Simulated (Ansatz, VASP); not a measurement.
# BiH3 in two plane-wave programs, part 2 of 2

Aim: how closely do two programs agree when they are given the same cell, functional and k mesh? The cell is generated by rule, not measured, and may not be a known phase. The cell is taken from a series of runs on this material, whose earlier steps may have relaxed, scaled, displaced or heated it; both programs get it as it stands.

VASP 6.6.1 and Ansatz 0.2.0.

So far: Starting point; Ansatz: relaxation of cell and atoms, PBEsol.

**3. VASP: relaxation of cell and atoms, PBEsol**

Level of this step: PBEsol; plane waves and PAW (Bi_d, H); invented cell (VASP).

The same cell, functional, mesh and smearing now go to VASP, with its own data sets.

Lines of VASP's logs that name or quote its potential files are left out, and so is its time.

Contents of INCAR:

```
SYSTEM = BiH3
PREC = Accurate
ENCUT = 500
EDIFF = 1E-07
NELM = 120
ISMEAR = 1
SIGMA = 0.2
LREAL = .FALSE.
ALGO = Normal
GGA = PS
NBANDS = 26
LORBIT = 11
LWAVE = .FALSE.
LCHARG = .FALSE.
ISIF = 3
IBRION = 2
NSW = 80
EDIFFG = -0.005
LASPH = .TRUE.
GGA_COMPAT = .FALSE.
NELMIN = 4
KPAR = 2
```

Contents of POSCAR:

```
BiH3
1.0
    5.8593430000      0.0000000000      0.0000000000
    0.0000000000      5.8593430000      0.0000000000
    0.0000000000      0.0000000000      4.6205320000
Bi H
2 6
Direct
    0.5000000853      0.0000000000      0.9586543281
    0.0000000000      0.5000000853      0.0413456719
    0.0000000000      0.5000000853      0.6464816173
    0.5000000853      0.0000000000      0.3535183827
    0.7499999573      0.2500000427      0.0000000000
    0.2500000427      0.7499999573      0.0000000000
    0.2500000427      0.2500000427      0.0000000000
    0.7499999573      0.7499999573      0.0000000000
```

Contents of KPOINTS:

```
Automatic mesh
0
Gamma
6 6 8
0 0 0
```

Potentials, in the order of the species: Bi_d and H (PBE family, release 64).

Command:

```sh
$ mpirun -np 2 vasp_std
```

Numbers of over 12 decimals in the logs are rounded to 6 here.

The log of the run:

```text
[banner, memory and clock lines left out]
running    2 mpi-ranks, on    1 nodes
 distrk:  each k-point on    1 cores,    2 groups
 distr:  one band on    1 cores,    1 groups

 POSCAR found type information on POSCAR BiH
 POSCAR found :  2 types and       8 ions
|                                                                             |
|               ----> ADVICE to this user running VASP <----                  |
|                                                                             |
|     You enforced a specific xc type in the INCAR file but a different       |
|     [... a line on the potential file left out ...]
|     I HOPE YOU KNOW WHAT YOU ARE DOING!                                     |
|                                                                             |

 LDA part: xc-table for (Slater+PW92), standard interpolation
 POSCAR, INCAR and KPOINTS ok, starting setup
 FFT: planning ... GRIDC
 FFT: planning ... GRID_SOFT
 FFT: planning ... GRID
 WAVECAR not read
 entering main loop
       N       E                     dE             d eps       ncg     rms          rms(c)
DAV:   1     0.312003429743E+03    0.31200E+03   -0.17245E+04  2616   0.129E+03
DAV:   2     0.349728103608E+01   -0.30851E+03   -0.30159E+03  2836   0.349E+02
DAV:   3    -0.249793255447E+02   -0.28477E+02   -0.28289E+02  3236   0.130E+02
DAV:   4    -0.259061676886E+02   -0.92684E+00   -0.92595E+00  3290   0.270E+01
DAV:   5    -0.259333975978E+02   -0.27230E-01   -0.27229E-01  3668   0.418E+00    0.593E+00
DAV:   6    -0.250218518648E+02    0.91155E+00   -0.79095E-01  3328   0.577E+00    0.278E+00
DAV:   7    -0.248215189931E+02    0.20033E+00   -0.79401E-01  3270   0.413E+00    0.623E-01
DAV:   8    -0.248315546104E+02   -0.10036E-01   -0.11016E-01  2840   0.294E+00    0.294E-01
DAV:   9    -0.248302524797E+02    0.13021E-02   -0.16751E-02  2972   0.122E+00    0.120E-01
DAV:  10    -0.248319257377E+02   -0.16733E-02   -0.30109E-03  2980   0.270E-01    0.487E-02
DAV:  11    -0.248326207308E+02   -0.69499E-03   -0.94593E-04  2700   0.181E-01    0.258E-02
DAV:  12    -0.248326492972E+02   -0.28566E-04   -0.61507E-05  3078   0.453E-02    0.119E-02
DAV:  13    -0.248326591037E+02   -0.98065E-05   -0.14927E-05  3046   0.160E-02    0.287E-03
DAV:  14    -0.248326607265E+02   -0.16228E-05   -0.21953E-06  2808   0.105E-02    0.934E-04
DAV:  15    -0.248326608696E+02   -0.14313E-06   -0.21622E-07  2514   0.276E-03    0.385E-04
DAV:  16    -0.248326608987E+02   -0.29126E-07   -0.55083E-08  2022   0.188E-03
   1 F= -.24832661E+02 E0= -.24832465E+02  d E =-.248327E+02
[... from here on, the cycles between the ionic steps are left out ...]
   2 F= -.24832799E+02 E0= -.24832599E+02  d E =-.138335E-03
   3 F= -.24832825E+02 E0= -.24832621E+02  d E =-.163668E-03
   4 F= -.24832918E+02 E0= -.24832724E+02  d E =-.936033E-04
   5 F= -.24832936E+02 E0= -.24832750E+02  d E =-.111568E-03
   6 F= -.24833017E+02 E0= -.24832839E+02  d E =-.805086E-04
   7 F= -.24833105E+02 E0= -.24832949E+02  d E =-.168878E-03
   8 F= -.24833119E+02 E0= -.24832960E+02  d E =-.137178E-04
   9 F= -.24833119E+02 E0= -.24832960E+02  d E =-.143306E-04
  10 F= -.24833119E+02 E0= -.24832959E+02  d E =-.139936E-04
  11 F= -.24833119E+02 E0= -.24832960E+02  d E =-.144291E-04
 curvature:  -0.20 expect dE=-0.975E-06 dE for cont linesearch -0.125E-10
 trial: gam= 0.33110 g(F)=  0.454E-05 g(S)=  0.278E-06 ort =-0.327E-07 (trialstep = 0.169E+01)
 search vector abs. value=  0.670E-05
 bond charge predicted
       N       E                     dE             d eps       ncg     rms          rms(c)
DAV:   1    -0.248331446575E+02   -0.25266E-04   -0.16674E-03  3810   0.367E-01    0.239E-02
DAV:   2    -0.248331288920E+02    0.15766E-04   -0.46370E-05  3124   0.823E-02    0.102E-02
DAV:   3    -0.248331253641E+02    0.35279E-05   -0.17354E-05  3598   0.484E-02    0.149E-03
DAV:   4    -0.248331250826E+02    0.28146E-06   -0.70474E-07  2798   0.762E-03    0.662E-04
DAV:   5    -0.248331249061E+02    0.17655E-06   -0.62394E-08  1338   0.264E-03    0.369E-04
DAV:   6    -0.248331248489E+02    0.57124E-07   -0.22485E-08  1324   0.131E-03
  12 F= -.24833125E+02 E0= -.24832965E+02  d E =-.540664E-05
 trial-energy change:   -0.000005  1 .order   -0.000005   -0.000008   -0.000003
 step:   2.5156(harm=  2.5156)  dis= 0.00084  next Energy=   -24.833125 (dE=-0.605E-05)
 reached required accuracy - stopping structural energy minimisation
```

From OUTCAR (step 3):

```text
ion  position               nearest neighbor table
   1  0.500  0.000  0.959-   4 1.82   5 2.08   8 2.08   7 2.08   6 2.08
   2  0.000  0.500  0.041-   3 1.82   6 2.08   8 2.08   7 2.08   5 2.08
   3  0.000  0.500  0.646-   2 1.82
   4  0.500  0.000  0.354-   1 1.82
   5  0.750  0.250  0.000-   1 2.08   2 2.08
   6  0.250  0.750  0.000-   2 2.08   1 2.08
   7  0.250  0.250  0.000-   1 2.08   2 2.08
   8  0.750  0.750  0.000-   1 2.08   2 2.08

  LATTYP: Found a simple tetragonal cell.
 ALAT       =     5.8593430000
 C/A-ratio  =     0.7885751013

 Subroutine GETGRP returns: Found 16 space group operations
 (whereof  8 operations were pure point group operations)

The static configuration has the point symmetry D_2d.
 The point group associated with its full space group is D_4h.

 Found     50 irreducible k-points:

   k-points           NKPTS =     50   k-points in BZ     NKDIM =     50   number of bands    NBANDS=     26

   dimension x,y,z NGX =    48 NGY =   48 NGZ =   36
   dimension x,y,z NGXF=    96 NGYF=   96 NGZF=   72

   ENCUT  =  500.0 eV  36.75 Ry    6.06 a.u.  10.68 10.68  8.42*2*pi/ulx,y,z

   NELECT =      36.0000    total number of electrons

 k-points in reciprocal lattice and weights: Automatic mesh
   0.00000000  0.00000000  0.00000000       0.003
   0.16666667  0.00000000  0.00000000       0.014
   0.33333333  0.00000000  0.00000000       0.014
   0.50000000  0.00000000  0.00000000       0.007
   0.16666667  0.16666667  0.00000000       0.014
   0.33333333  0.16666667  0.00000000       0.028
   0.50000000  0.16666667  0.00000000       0.014
   0.33333333  0.33333333  0.00000000       0.014
   0.50000000  0.33333333  0.00000000       0.014
[...]
0.50000000  0.33333333  0.50000000       0.014
   0.50000000  0.50000000  0.50000000       0.003

 average (electrostatic) potential at core
       1-109.5015       2-109.5015       3 -35.1172       4 -35.1172       5 -34.7498
       6 -34.7498       7 -34.7498       8 -34.7498

 E-fermi :   1.4777

 k-point     1 :       0.0000    0.0000    0.0000
  band No.  band energies     occupation
    ...
     16      -1.0588      2.00000
     17      -0.4010      2.00000
     18       1.3575      1.84066
     19       1.4359      1.34515
     20       1.4359      1.34515
     21       2.9608     -0.00000
     22       3.1048     -0.00000
     23       4.2606     -0.00000
     24       7.5462      0.00000
     25       7.5462      0.00000
    ...

 k-point     2 :       0.1667    0.0000    0.0000
  band No.  band energies     occupation
    ...
     14      -4.0394      2.00000
     15      -1.1806      2.00000
     16      -1.1557      2.00000
     17      -1.1253      2.00000
     18       0.1756      2.00000
     19       2.1789     -0.00001
     20       2.3417     -0.00000
     21       3.0408     -0.00000
     22       3.6691     -0.00000
     23       4.4694     -0.00000
    ...

 k-point     3 :       0.3333    0.0000    0.0000
  band No.  band energies     occupation
    ...
     14      -3.4374      2.00000
     15      -2.1712      2.00000
     16      -1.6629      2.00000
     17      -1.0813      2.00000
     18      -0.6432      2.00000
     19       2.4195     -0.00000
     20       2.8587     -0.00000
     21       3.9127     -0.00000
     22       5.1088     -0.00000
     23       5.2334     -0.00000
    ...

  Total       -0.0076750     -0.0076750     -0.0124738      0.0000000      0.0000000      0.0000000
  in kB       -0.0781417     -0.0781417     -0.1269995      0.0000000      0.0000000      0.0000000
  external PRESSURE =      -0.0944276 kB  Pullay stress =       0.0000000 kB

  energy-cutoff  :      500.00
  volume of cell :      157.36
      direct lattice vectors                 reciprocal lattice vectors
     5.852372715  0.000000000  0.000000000     0.170870867  0.000000000 -0.000000000
     0.000000000  5.852372715  0.000000000     0.000000000  0.170870867  0.000000000
     0.000000000  0.000000000  4.594548857    -0.000000000  0.000000000  0.217649225

 POSITION                                       TOTAL-FORCE (eV/Angst)
 -----------------------------------------------------------------------------------
      2.92619      0.00000      4.39853        -0.000000     -0.000000      0.004165
      0.00000      2.92619      0.19602         0.000000     -0.000000     -0.004165
      0.00000      2.92619      2.96566         0.000000     -0.000000     -0.002430
      2.92619      0.00000      1.62889         0.000000     -0.000000      0.002430
      4.38928      1.46309      4.59455         0.000000      0.000000      0.000000
      1.46309      4.38928      4.59455         0.000000     -0.000000     -0.000000
      1.46309      1.46309      4.59455        -0.000000      0.000000      0.000000
      4.38928      4.38928      4.59455        -0.000000      0.000000      0.000000
 -----------------------------------------------------------------------------------
    total drift:                               -0.000070     -0.000484     -0.000000

  FREE ENERGIE OF THE ION-ELECTRON SYSTEM (eV)
  ---------------------------------------------------
  free  energy   TOTEN  =       -24.8331248489 eV

  energy  without entropy=      -24.8326450302  energy(sigma->0) =      -24.83296491

 reached required accuracy - stopping structural energy minimisation

 total charge
# of ion       s       p       d       tot
------------------------------------------
    1        1.531   1.331   9.968  12.830
    2        1.531   1.331   9.968  12.830
    3        0.498   0.009   0.000   0.507
    4        0.498   0.009   0.000   0.507
    5        0.491   0.008   0.000   0.499
    6        0.491   0.008   0.000   0.499
    7        0.491   0.008   0.000   0.499
    8        0.491   0.008   0.000   0.499
--------------------------------------------------
tot          6.023   2.712  19.935  28.670

[... 3 further parts left out ...]
```

CONTCAR:

```
BiH3
   1.00000000000000
     5.8523727149549050    0.0000000000000000    0.0000000000000000
     0.0000000000000000    5.8523727149549050    0.0000000000000000
     0.0000000000000000    0.0000000000000000    4.5945488565874149
  Bi              H
     2     6
Direct
     0.5000000853000017    0.0000000000000000    0.9573363664550106
     0.0000000000000000    0.5000000853000017    0.0426636335449893
     0.0000000000000000    0.5000000853000017    0.6454743520633781
     0.5000000853000017    0.0000000000000000    0.3545256479366219
     0.7499999572999982    0.2500000427000018    1.0000000000000000
     0.2500000427000018    0.7499999572999982    1.0000000000000000
     0.2500000427000018    0.2500000427000018    1.0000000000000000
     0.7499999572999982    0.7499999572999982    1.0000000000000000
```

**4. Comparison**

Known differences besides the potentials themselves: the cutoff is 420 eV in Ansatz and 500 eV in VASP; Ansatz makes its cores anew for this functional, VASP keeps those of its PBE data sets; Ansatz adds a Pulay correction to the stress that steers its cell, VASP none. Total energies have different zeros and are not compared.

The two programs side by side:

```
                                         quantity  Ansatz    VASP  difference
                                      volume (Å³)  158.63  157.36     +0.81 %
edge a after relaxation, in the typed setting (Å)   5.859   5.852     +0.12 %
edge c after relaxation, in the typed setting (Å)   4.620   4.595     +0.57 %
```

**5. What came out**

```yaml
difference_in_volume_relaxation_of_cell_and_atoms_pbesol: 0.81 %
```

The difference in volume is 0.81 % (relaxation of cell and atoms, PBEsol), within the 1.2 % picked in this series as the mark of a large difference, as far as the stopping tolerances let one tell. How closely two codes agree says nothing of how well the functional describes the real material.

[Lines on the potential files, build, host, timing and source positions are cut from VASP's logs without a mark.]

[Logs are printed without paths, hosts, clocks, repeated set-up lines and the standing remarks that a program may print on its own settings, such as how far it seeks lower states.]

[Hosts, paths, dates, database ids (printed as entryN), source tags and the programs' standing remarks are cut or masked in the printed files.]
